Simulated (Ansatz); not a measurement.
## One input, then a changed one: Nb (omega type)

First run: DFT, PBE, all-electron LAPW, scalar-relativistic (Ansatz 0.2.0).

Command: `ansatz run input.yaml --threads 1 --pin off --max-ram 3072MiB --backend cpu --events-out ev --progress --plain --runs-dir out` It took 77 s on 1 thread of Arm Neoverse V2, on a shared host, peak memory 0.57 GiB.

```yaml
crystal:
  lattice:
    - [4.4741157072, 0.0, 0.0]
    - [-2.2370578536, 3.8746978619, 0.0]
    - [0.0, 0.0, 2.4958172482]
  atoms:
    - { symbol: Nb, position: [0.0, 0.0, 0.0] }
    - { symbol: Nb, position: [0.3333333333, 0.6666666667, 0.5] }
    - { symbol: Nb, position: [0.6666666667, 0.3333333333, 0.5] }
kpoints:
  mp_grid: { grid: [9, 9, 12] }
  band_path:
    path:
      - [0.0, 0.0, 0.0]
      - [0.5, 0.0, 0.0]
      - [0.3333333333, 0.3333333333, 0.0]
      - [0.0, 0.0, 0.0]
      - [0.0, 0.0, 0.5]
      - [0.5, 0.0, 0.5]
      - [0.3333333333, 0.3333333333, 0.5]
      - [0.0, 0.0, 0.5]
      - [0.5, 0.0, 0.5]
    npoints: 8
scf:
  occupations: { method: fermi_dirac, width: 0.05 }
hamiltonian:
  xc: pbe
  pseudopotentials: { kind: all_electron, lapw: { basis_error: 0.001 } }
output:
  forces: true
  stress: true
  eigenvalues: true
  populations: true
  dos: { projected: true, de: 0.2, e_range: [-14, 8] }
```

The cell comes from a relaxation on PAW files under the same functional, begun from a prototype that needn't be the stable phase.

This run: volume at 0.78 of the series' base cell.

It converges in 9 SCF iterations at a pressure of 64.7 GPa.

A second run of a changed input logged this at its end:

```
Error: 2 input errors — fix all and re-run
  1. inconsistent input (magnetization.spin_orbit, magnetization.noncollinear): true requires noncollinear: true — spin–orbit coupling acts on 2-spinor wavefunctions; set both flags
  2. inconsistent input (magnetization.spin_orbit, hamiltonian.pseudopotentials.kind): true requires a fully-relativistic hamiltonian.pseudopotentials.kind (nc_fr or paw_fr), or kind: all_electron without datasets and azcp, which then solves Dirac's equation on LAPW. paw_fr resolves this project's PAW files (source: ansatz) by j as it reads them
```

Problem. What was wrong with the input?

Solution. The fault: spin-orbit coupling on scalar files, by this change (others could give a like log):
```diff
   occupations: { method: fermi_dirac, width: 0.05 }
+  max_iter: 60
 hamiltonian:
   xc: pbe
-  pseudopotentials: { kind: all_electron, lapw: { basis_error: 0.001 } }
+  pseudopotentials: { kind: nc }
 output:
   populations: true
-  dos: { projected: true, de: 0.2, e_range: [-14, 8] }
+magnetization:
+  spin_polarized: true
+  spin_orbit: true
```
